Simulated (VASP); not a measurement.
CO: single point with PBE

Molecule: CO, in a box.

```xyz
2
Lattice="11.4664 0.0000 0.0000 0.0000 11.9664 0.0000 0.0000 0.0000 12.4664" Properties=species:S:1:pos:R:3 pbc="T T T"
C     5.9853    6.1770    5.7500
O     5.4738    5.8852    6.7305
```

```json
{
  "Program": "VASP 6.6.1",
  "Task": "single point",
  "Functional": "PBE",
  "Potentials or basis": "VASP PAW PBE potentials, release 64 (C, O)",
  "Cutoff": "400 eV",
  "k mesh": "1 × 1 × 1",
  "Occupations": "gaussian, width 0.01 eV",
  "Spin": "no spin polarisation"
}
```

```yaml
Largest_force: 0.028 eV/Å
Gap_between_the_frontier_levels: 6.92 eV
```

Forces in eV/Å, atoms in the order of the input:
```
C   -0.011 -0.010  0.024
O    0.011  0.010 -0.024
```

Levels at points of the mesh, in eV from the valence-band top:
```csv
k point,band 3,band 4,band 5,band 6,band 7,band 8
"(0.00, 0.00, 0.00)",-2.67,-2.67,0.00,6.92,6.92,8.82
```

It took 42 s on 1 thread of Intel(R) Xeon(R) 6975P-C (Granite Rapids), on a shared host, peak memory 0.9 GiB.

Caveat: the standard files for N, O and F lose accuracy on very short bonds. Expect the measured gap to be larger: semilocal functionals such as PBE lack the derivative discontinuity.
